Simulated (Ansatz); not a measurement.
# Si/GaP/NiSi2: a contact from a semiconductor to a metal, part 3 of 5

Aim: where the metal's Fermi level sits in the semiconductor's gap in Si/GaP/NiSi2, and what the stack passes. The semiconductor is Si diamond(111), undoped, with its far face capped by hydrogen, and the metal is NiSi2 fluorite(111), with GaP zinc blende(111) between them (whole bilayers). After relaxation the nearest pair at the metal is Si–Ga at 2.44 Å, along the normal. The common net has a side of 3.868 Å, which strains the semiconductor by +0.0 %, the layer between by -0.7 % and the metal by +0.7 %, against typed lattice constants near PBE's. The first steps treat the bulk crystals alone.

Ansatz 0.2.0; PBE DFT, plane waves, PAW files (the session's first sound run).

So far. Step 4 (Relaxation): The largest force component on a free atom ends at 0.0098 eV/Å. At one or more of this run's solves the program warned of density in the dipole ramp over its bound, where dipole, forces and levels can be off.

### 5. The contact's transmission, atomic planes in the barrier 4, gap between the electrodes 8.74 Å

This step: PBE DFT, plane waves, PAW files; ballistic transmission by layer matching between semi-infinite leads (Ansatz 0.2.0).

System of this step: Si/GaP/NiSi2. The cell holds 51 atoms: 37 Si, 2 P, 2 Ga, 9 Ni and 1 H. Its edges and angles: a = 3.868 Å, b = 3.868 Å, c = 93.218 Å, α = 90.0°, β = 90.0°, γ = 120.0°. Regions: left electrode, 20 atoms (20 Si); barrier, 4 atoms (2 P and 2 Ga); right electrode, 26 atoms (17 Si and 9 Ni). Vacuum lies along c.

The semiconductor is one lead and the metal the other. The lead's open channels mark its band edges against the Fermi level.

Input file input.yaml:

```yaml
crystal:
  lattice:
    - [3.868, 0.0, 0.0]
    - [-1.934, 3.3497862618, 0.0]
    - [0.0, 0.0, 93.2181437142]
  atoms:
    - { symbol: Si, position: [0.66666667, 0.33333333, 0.166276643] }
    - { symbol: Si, position: [0.0, 0.0, 0.1747461154] }
    - { symbol: Si, position: [0.0, 0.0, 0.2001545329] }
    - { symbol: Si, position: [0.33333333, 0.66666667, 0.2086240054] }
    - { symbol: Si, position: [0.33333333, 0.66666667, 0.2340324228] }
    - { symbol: Si, position: [0.66666667, 0.33333333, 0.2425018953] }
    - { symbol: Si, position: [0.66666667, 0.33333333, 0.2679103127] }
    - { symbol: Si, position: [0.0, 0.0, 0.2763797852] }
    - { symbol: Si, position: [0.0, 0.0, 0.3017882026] }
    - { symbol: Si, position: [0.33333333, 0.66666667, 0.3102576751] }
    - { symbol: Si, position: [0.33333333, 0.66666667, 0.3356660925] }
    - { symbol: Si, position: [0.66666667, 0.33333333, 0.344135565] }
    - { symbol: Si, position: [0.66666667, 0.33333333, 0.3695439824] }
    - { symbol: Si, position: [0.0, 0.0, 0.3780134549] }
    - { symbol: Si, position: [0.0, 0.0, 0.4034218724] }
    - { symbol: Si, position: [0.33333333, 0.66666667, 0.4118913448] }
    - { symbol: Si, position: [0.33333333, 0.66666667, 0.4372997623] }
    - { symbol: Si, position: [0.66666667, 0.33333333, 0.4457692347] }
    - { symbol: Si, position: [0.66666667, 0.33333333, 0.4711416317] }
    - { symbol: Si, position: [0.0, 0.0, 0.4792989854] }
    - { symbol: P, position: [0.0, 0.0, 0.5037759119] }
    - { symbol: Ga, position: [0.33333333, 0.66666667, 0.512712451] }
    - { symbol: P, position: [0.33333333, 0.66666667, 0.5379366981] }
    - { symbol: Ga, position: [0.66666667, 0.33333333, 0.5468576316] }
    - { symbol: Si, position: [0.66666667, 0.33333333, 0.5730366492] }
    - { symbol: Ni, position: [0.0, 0.0, 0.581769752] }
    - { symbol: Si, position: [0.33333333, 0.66666667, 0.5882210696] }
    - { symbol: Si, position: [0.0, 0.0, 0.6050748339] }
    - { symbol: Ni, position: [0.33333333, 0.66666667, 0.6135257313] }
    - { symbol: Si, position: [0.66666667, 0.33333333, 0.6219766287] }
    - { symbol: Si, position: [0.33333333, 0.66666667, 0.638830393] }
    - { symbol: Ni, position: [0.66666667, 0.33333333, 0.6472812904] }
    - { symbol: Si, position: [0.0, 0.0, 0.6557321878] }
    - { symbol: Si, position: [0.66666667, 0.33333333, 0.6725859521] }
    - { symbol: Ni, position: [0.0, 0.0, 0.6810368495] }
    - { symbol: Si, position: [0.33333333, 0.66666667, 0.6894877469] }
    - { symbol: Si, position: [0.0, 0.0, 0.7063415112] }
    - { symbol: Ni, position: [0.33333333, 0.66666667, 0.7147924086] }
    - { symbol: Si, position: [0.66666667, 0.33333333, 0.723243306] }
    - { symbol: Si, position: [0.33333333, 0.66666667, 0.7400970703] }
    - { symbol: Ni, position: [0.66666667, 0.33333333, 0.7485479677] }
    - { symbol: Si, position: [0.0, 0.0, 0.7569988651] }
    - { symbol: Si, position: [0.66666667, 0.33333333, 0.7738526295] }
    - { symbol: Ni, position: [0.0, 0.0, 0.7823035268] }
    - { symbol: Si, position: [0.33333333, 0.66666667, 0.7907544242] }
    - { symbol: Si, position: [0.0, 0.0, 0.8076081886] }
    - { symbol: Ni, position: [0.33333333, 0.66666667, 0.816059086] }
    - { symbol: Si, position: [0.66666667, 0.33333333, 0.8245099834] }
    - { symbol: Si, position: [0.33333333, 0.66666667, 0.8413637477] }
    - { symbol: Ni, position: [0.66666667, 0.33333333, 0.8498146451] }
    - { symbol: H, position: [0.66666667, 0.33333333, 0.1501853549] }
kpoints:
  mp_grid: { grid: [8, 8, 1] }
scf:
  occupations: { method: fermi_dirac, width: 0.1 }
  max_iter: 150
hamiltonian:
  xc: pbe
efield:
  axis: 3
  dipole_correction: true
output:
  transmission:
    kmesh: [12, 12]
    e_range: [-2.5, 2.5]
    de: 0.05
    leads: [[8, 10], [36, 39]]
  dos: { projected: true, e_range: [-6, 5], de: 0.05 }
  write_potential: true
  write_density: true
  volumetric_format: npy
  elf: true
```

On the command line:

```console
ansatz run input.yaml --threads 8 --pin off --max-ram 24576MiB --backend cpu --events-out ev --progress --plain --runs-dir out
```

Numbers of over 12 decimals in the logs are rounded to 6 here.

The program printed:

```text
[...]
Crystal: 51 atoms, lattice volume = 1207.825 Å³
Basis set: ecut = 420 eV, 23831 PW (Γ)
Bands: 225, of which v1, the nominal top of the filled ones, is band 174 counted from 1 (173 counted from 0)
Symmetry: 6 space group operations
[...]
k-points: 10 of 64 (time reversal used)
[...]
SCF iter   1: F=—  HF=-85184.908591 eV  |F-HF|=—  |Δ(HF+E_count)|=         —  Δρ=8.18e-3  dr2=9.96e0  ethr=1.77e-3  p=-0.012 e·Å  D=-1.83e-3 V/Å  ΔV_dip=0.17 eV  dr2_dipole=1.24e-1  V_vac-E_F(+/−)=3.67/3.50 eV  ⟨swp⟩=10.3  Hψ=12468  notcnv=0  defer=59
[...]
SCF iter  13: F=-85184.799055 eV  HF=-85184.799055 eV  |F-HF|=2.18e-7  |Δ(HF+E_count)|=   7.96e-7  Δρ=1.83e-6  dr2=8.84e-8  ethr=2.88e-11  p=0.013 e·Å  D=2.00e-3 V/Å  ΔV_dip=-0.19 eV  dr2_dipole=6.19e-9  V_vac-E_F(+/−)=4.06/4.24 eV  ⟨swp⟩=15.9  Hψ=9922  notcnv=0
SCF 1 converged in 13 iterations: F = -85184.799055 eV  dr2 = 8.84e-8
[...]
transmission: 138 of 1311 steps passed
transmission: 267 of 1311 steps passed
[...]
transmission: 1311 of 1311 steps passed
WARN: The output density's exchange-correlation potential varies sharply where the density is thin. Do not read a vacuum level from v_tot or v_xc, or from such a field of the output density. On a cell that repeats whose density bears no net charge and no dipole along the vacuum's axis use v_es (v_loc + v_h of the components); under efield.dipole_correction with no amplitude use v_es + v_field, which holds any externa [...]
SCF converged after 13 iterations
Free energy (F): -85184.799055 eV
[...]
Internal energy: -85184.503184 eV  (E = F + TS)
E sigma→0 (E₀):  -85184.651119 eV
Entropy (-TS):   -0.295871 eV (-5.801 meV/atom)
Fermi energy:    5.195344 eV
Dipole field:    D = 0.001954 V/Å  (p = 0.013043 e·Å, saw-weighted, corrected)
Work function:   Φ+ = 4.0600 eV   Φ− = 4.2422 eV
[...]
--- Band table (eV; the first three rows and the last of 10) ---
  k-point 0: bands = [... 170 lower, 5.9009, 5.9009, 6.0615, 6.1554, 6.2645, 6.3178, 6.3347, 6.3347, ... 47 higher]
  k-point 1: bands = [... 170 lower, 5.5668, 5.7730, 5.8181, 5.9109, 5.9495, 6.0808, 6.1817, 6.3743, ... 47 higher]
  k-point 2: bands = [... 170 lower, 4.8914, 4.9061, 5.1423, 5.2150, 5.2257, 5.4115, 5.5868, 5.7561, ... 47 higher]
  k-point 9: bands = [... 170 lower, 3.4960, 3.7065, 4.2913, 4.2932, 4.8528, 5.5968, 5.8638, 5.9890, ... 47 higher]
--- Transmission ---
  basis      : 121 plane waves across, 69 finite elements along
  points     : 19, standing for a mesh of 12 x 12
  energies   : 101 from -2.500000 to 2.500000 eV about the Fermi level, 0.050000 eV apart; the leads are filled to 0.000000 eV, and channels, transmission and decay are at 0.000000 eV
  crystal 0  : Si2, at the sites [8, 10], period 3.1580 Å, over 30.00 Å; its Hamiltonian steps by up to 29.7 meV: too much for a lead, lay more layers or, if its atoms are ordered, name the step of that order
    offset         : up to 0.0000 Å between an atom of the period and one for which it stands
    channels       : 0.000000e0 a spin
    conductance    : none, the energies end too early or step too widely for 300 K: set another output.transmission.e_range or a lower de, or, where they end at an eighth of basis.ecutwfc, a higher one
    slowest decay  : 0.0946 /Å at (0.0000, 0.0000)
  crystal 1  : Si2Ni1, at the sites [36, 39], period 3.1466 Å, over 25.17 Å; its Hamiltonian steps by up to 8.0 meV
[...]
channels       : 1.076389e0 a spin
[...]
slowest decay  : 0.0371 /Å at (0.3333, 0.1667)
  junction   : crystal 0 to crystal 1, 29.71 to 65.06 Å
    transmission   : 0.000000e0 a spin
[...]
```

Wall time 3.6 min (8 threads of Arm Neoverse V2, shared host); peak memory 9.9 GiB.

This step gave:

```yaml
free_energy: -85184.7991 eV
fermi_energy: 5.195 eV
level_to_which_the_leads_are_filled: 0 eV from the Fermi level
transmission_at_the_fermi_level_a_spin_zone_mean: 0
channels_of_the_lower_lead: 0
channels_of_the_upper_lead: 1.076
potential_step_in_the_lower_lead: 29.7 meV
potential_step_in_the_upper_lead: 8 meV
work_function_upper_face: 4.060 eV
work_function_lower_face: 4.242 eV
dipole_along_the_normal: 0.01304 e·Å
dipole_s_counter_field: 0.001954 V/Å
```

One spin. Transmission, zone mean against energy, zero at the Fermi level:

| energy (eV) | transmission, zone mean |
| --- | --- |
| -2.400 | 0.564 |
| -2.200 | 0.475 |
| -2.000 | 0.385 |
| -1.800 | 0.287 |
| -1.600 | 0.185 |
| -1.400 | 0.119 |
| -1.200 | 0.0645 |
| -1.000 | 0.0297 |
| -0.800 | 0.0111 |
| -0.600 | 0.00423 |
| -0.400 | 0 |
| -0.200 | 0 |
| 0.000 | 0 |
| 0.200 | 3.9e-4 |
| 0.400 | 0.0180 |
| 0.600 | 0.0398 |
| 0.800 | 0.0788 |
| 1.000 | 0.141 |
| 1.200 | 0.276 |
| 1.400 | 0.342 |
| 1.600 | 0.400 |
| 1.800 | 0.297 |
| 2.000 | 0.529 |
| 2.200 | 0.925 |
| 2.300 | 0.963 |
| 2.400 | 0.878 |

One spin. Table of open channels, zone mean by energy, zero at the Fermi level:

| energy (eV) | lower lead | upper lead |
| --- | --- | --- |
| -2.400 | 1.63 | 1.76 |
| -2.200 | 1.59 | 1.76 |
| -2.000 | 1.55 | 1.80 |
| -1.800 | 1.34 | 1.84 |
| -1.600 | 1.02 | 1.63 |
| -1.400 | 0.771 | 1.51 |
| -1.200 | 0.646 | 1.40 |
| -1.000 | 0.354 | 1.02 |
| -0.800 | 0.271 | 1.02 |
| -0.600 | 0.146 | 0.854 |
| -0.400 | 0 | 0.806 |
| -0.200 | 0 | 0.993 |
| 0.000 | 0 | 1.08 |
| 0.200 | 0.0417 | 1.16 |
| 0.400 | 0.208 | 1.41 |
| 0.600 | 0.333 | 1.59 |
| 0.800 | 0.583 | 1.72 |
| 1.000 | 0.833 | 2.01 |
| 1.200 | 1.03 | 2.01 |
| 1.400 | 1.36 | 1.59 |
| 1.600 | 1.99 | 0.903 |
| 1.800 | 2.11 | 0.562 |
| 2.000 | 2.28 | 1.45 |
| 2.200 | 1.99 | 2.78 |
| 2.400 | 1.78 | 2.93 |

Projected DOS an atom over height of the atomic layer and energy from the Fermi level. Layers: H Si Si Si Si Si Si Si Si Si Si Si Si Si Si Si Si Si Si Si Si P Ga P Ga Si Ni Si Si Ni Si Si Ni Si Si Ni Si Si Ni Si Si Ni Si Si Ni Si Si Ni Si Si Ni; projections on atoms miss part of the total, and the computed bands can run out at the top of the range; a column is the mean of 4 neighbouring layers, the last of those left over.

Values in states/eV, 22 rows by 13 columns, each cell a mean:
```
0.59 0.68 0.72 0.75 0.69 0.57 0.53 0.41 0.35 0.43 0.43 0.35 0.40
0.43 0.48 0.46 0.49 0.57 0.50 0.50 0.43 0.38 0.42 0.45 0.37 0.32
0.50 0.57 0.57 0.53 0.52 0.49 0.47 0.48 0.51 0.55 0.48 0.38 0.39
0.50 0.73 0.70 0.67 0.61 0.57 0.30 0.23 0.24 0.30 0.33 0.35 0.56
0.25 0.41 0.42 0.52 0.62 0.52 0.36 0.39 0.27 0.29 0.33 0.33 0.57
0.13 0.27 0.27 0.28 0.39 0.32 0.26 0.45 0.45 0.47 0.43 0.39 0.47
0.04 0.11 0.13 0.16 0.19 0.13 0.18 0.36 0.39 0.42 0.42 0.40 0.45
0.00 0.01 0.01 0.03 0.09 0.08 0.18 0.29 0.30 0.26 0.28 0.30 0.44
0.00 0.01 0.01 0.00 0.00 0.04 0.22 0.23 0.21 0.21 0.20 0.17 0.44
0.06 0.09 0.09 0.07 0.03 0.05 0.29 0.25 0.18 0.19 0.18 0.18 0.65
0.14 0.21 0.21 0.18 0.12 0.12 0.28 0.27 0.27 0.28 0.30 0.31 1.06
0.32 0.49 0.44 0.39 0.28 0.27 0.61 0.42 0.46 0.38 0.39 0.45 2.29
0.48 0.63 0.62 0.62 0.55 0.46 0.76 0.57 0.76 0.64 0.62 0.72 1.95
0.59 0.68 0.68 0.68 0.65 0.61 0.85 0.59 0.93 0.65 0.66 0.99 1.01
0.59 0.71 0.72 0.68 0.69 0.79 1.66 1.19 1.67 0.92 0.92 1.83 0.90
0.52 0.66 0.70 0.75 0.75 0.68 1.19 1.48 2.90 1.57 1.58 2.56 0.46
0.49 0.66 0.62 0.59 0.60 0.73 0.73 0.70 1.31 0.79 0.76 1.49 0.62
0.44 0.45 0.47 0.51 0.60 0.58 0.55 0.65 0.91 0.65 0.65 0.98 0.52
0.55 0.42 0.45 0.48 0.44 0.56 0.74 1.01 1.28 0.96 0.98 1.27 0.50
0.08 0.13 0.14 0.17 0.36 0.43 0.51 0.85 1.07 0.90 0.88 1.00 0.31
0.10 0.15 0.14 0.14 0.14 0.16 0.32 0.45 0.52 0.50 0.50 0.49 0.23
0.14 0.20 0.19 0.18 0.16 0.16 0.27 0.33 0.32 0.31 0.33 0.32 0.18
```
Columns: height of the atomic layer (Å) from 16.1 to 78.2 (not evenly spaced); rows upwards: energy from the Fermi level (eV) from -6 to 3.3.

Electrostatic potential energy in the ca plane at fractional y = 0.333, with atoms of Si and Ga and Ni and H within 0.2 Å of it. With pseudopotentials it is smooth inside the atoms' cores, unlike the true potential.

Ten even steps from '0' (-47 eV) to '9' (8 eV), each cell a mean:
```
99999999988889988789999999999999999888999988
99999999852368873247999999999999998655689742
99999999610037840015899999999999996555588500
99999998610037740005899999999999996555578500
99999999741268862147999999999999997555688731
99999999987789987788999999999999999877899987
99999999999999999999999999999999999999999999
88899999889999999988899998888999999999999999
88899999889999999988899998888999999999999999
89999999999999999999999999999999999999999999
```
Columns run along c (16.0 Å, from fractional 0.41 to 0.58 of the cell; values clipped at the 3rd and 97th percentile), rows up along a (3.9 Å). Atoms in or near the plane, at fractional coordinates: Si at (0.45, 0.67), Si at (0.47, 0.67), Ga at (0.55, 0.67), Si at (0.57, 0.67).

Valence density in the ca plane at fractional y = 0.333, with atoms of Si and Ga and Ni and H within 0.2 Å of it. It is the smooth field of the valence electrons, not physical close to the nuclei.

Ten steps, logarithmic in the rise over the least value, from '0' (0 e/Å³) to '9' (31 e/Å³), each cell a mean:
```
00011111000111110000000000000011110001111110
00011111111111110000000000000113431111111100
00011101122100110000000000000137962111001100
00011001122100110000000000000138972111001100
00011111111111110000000000000124531111111100
00011111100111110000000000000011110001111110
00001110000011110000111100000111100000011111
00001100000001110001111110000111000000011111
00001100000001110001112110000111000000011111
00001110000011110000111100000111000000011111
```
Columns run along c (16.0 Å, from fractional 0.42 to 0.59 of the cell), rows up along a (3.9 Å). Atoms in or near the plane, at fractional coordinates: Si at (0.45, 0.67), Si at (0.47, 0.67), Ga at (0.55, 0.67), Si at (0.57, 0.67).

ELF in the ca plane at fractional y = 0.333, with atoms of Si and Ga and Ni and H within 0.2 Å of it. It is the smooth field of the valence electrons, not physical close to the nuclei.

Ten even steps from '0' (0.01) to '9' (0.87), each cell a mean:
```
11345421013554333456777654222346776654432334
00011100001332123588656752100136764674223224
00000000001221002599532441000035433585246424
00000000001221002599542431000035333585246524
00011100001322113598646652000136754675223324
01244321012454323467778754212346776655322234
23577642124677532123565555544555555444555555
35798643235677631001233456666664333334566654
35799643235677631001233456666764333334566654
23688642224677632113455555555555444444555554
```
Columns run along c (16.0 Å, from fractional 0.49 to 0.66 of the cell), rows up along a (3.9 Å). Atoms in or near the plane, at fractional coordinates: Ga at (0.55, 0.67), Si at (0.57, 0.67), Si at (0.62, 0.67), Ni at (0.65, 0.67).

The semiconductor's channels close between -0.45 and +0.20 eV. In the worse lead the potential repeats within 30 meV, which the program flags as too much for a lead, so the lead is short or a field runs through it.

[end of part 3 of 5]

[Logs are printed without paths, hosts, clocks, repeated set-up lines and the standing remarks that a program may print on its own settings, such as how far it seeks lower states.]

[Hosts, paths, dates, database ids (printed as entryN), source tags and the programs' standing remarks are cut or masked in the printed files.]
